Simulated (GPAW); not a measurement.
## As: single point with PBE

Crystal: As.

```xyz
2
Lattice="1.8808 1.0859 3.5141 -1.8808 1.0859 3.5141 0.0000 -2.1718 3.5141" Properties=species:S:1:pos:R:3 pbc="T T T"
As    0.0000    0.0000    2.3825
As    0.0000    0.0000    8.1597
```

| Property | Result |
| --- | --- |
| Program | GPAW 26.7.0 |
| Task | single point |
| Functional | PBE |
| Potentials or basis | GPAW PAW data sets (gpaw-data 1.2.1) |
| Cutoff | 450 eV |
| Basis | pw |
| k mesh | 7 × 7 × 7 |
| Occupations | fermi-dirac, width 0.05 eV |
| Spin | no spin polarisation |
| Maxiter | 120 |
| Convergence | default |

```yaml
Pressure: 3.8 GPa
Largest_force: 0.444 eV/Å
Band_gap_on_the_k_mesh: none (metal or under the smearing width)
```

Forces on the atoms (eV/Å):
```
As   0.000  0.000  0.444
As   0.000  0.000 -0.444
```

Stress tensor (GPa, compression positive):
```
4.15 0.00 0.00
0.00 4.15 0.00
0.00 0.00 3.16
```

Levels at points of the mesh, in eV from the Fermi level:
```tsv
k point	band 1	band 2	band 3	band 4	band 5	band 6	band 7	band 8	band 9
(0.00, 0.00, 0.00)	-15.09	-5.81	-2.50	-2.07	-2.07	1.57	2.89	2.89	6.90
```

It took 10 s on 1 thread of Arm Neoverse V2, on a shared host, peak memory 0.14 GiB.

Caveat: the cutoff is short for stress and forces, so pressures can be off by a GPa or more.
